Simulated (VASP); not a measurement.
A run of VASP 6.6.1 is set up as follows.

File INCAR:

```
PREC     = Accurate       # precision mode
ENCUT    = 520            # plane-wave cutoff, eV
EDIFF    = 1E-7           # SCF threshold, eV
ISMEAR   = 0              # smearing method
SIGMA    = 0.05           # smearing width, eV
LREAL    = False          # projectors in reciprocal space
LASPH    = True           # aspherical terms in the spheres
NELM     = 100            # most SCF steps
ALGO     = Normal         # electronic algorithm
ISIF     = 2              # what is computed and relaxed
LWAVE    = False          # write WAVECAR
LCHARG   = False          # write CHGCAR
ISPIN    = 2              # spin polarisation
MAGMOM   = 2 0            # initial moments
LORBIT   = 11             # projections on sites
LMAXMIX  = 4              # l up to which the mixer works
LDAU     = True           # DFT+U
LDAUTYPE = 2            
LDAUL    = 2 -1           # shell
LDAUU    = 7 0            # U, eV
LDAUJ    = 0 0          
LDAUPRINT= 1            
GGA      = PE             # functional
```

Contents of KPOINTS:

```
regular mesh
0
Gamma
  7 7 7
```

Contents of POSCAR:

```
CoO
1.0
    2.5705263100      0.0000000000      0.0000000000
    0.0000000000      2.5705263100      0.0000000000
    0.0000000000      0.0000000000      2.5705263100
Co O
1 1
Direct
    0.0000000000      0.0000000000      0.0000000000
    0.5000000000      0.5000000000      0.5000000000
```

Potentials or basis: VASP PAW PBE potentials, release 64 (Co, O).

Command:

```sh
$ cat potpaw_PBE.64/Co/POTCAR potpaw_PBE.64/O/POTCAR > POTCAR
$ mpirun -np 1 vasp_std > vasp.out
```

Question: Predict the pressure.

Answer: 16.3 GPa.

Question: Estimate the site moments.

Answer: Co +2.82; O +0.17 μB.

Eigenvalues of the final occupation matrices:
```tsv
site	spin	trace	eigenvalues
site 1 d	1	5.00	0.98 0.98 1.01 1.01 1.01
site 1 d	2	2.20	0.09 0.09 0.09 0.97 0.97
```

Caveat: an odd mesh through Γ misses points on the zone boundary, where band edges often lie; a cell with one magnetic atom can't hold antiferromagnetic order, which such compounds often take. The state reached can hang on the start; a lower one may exist.
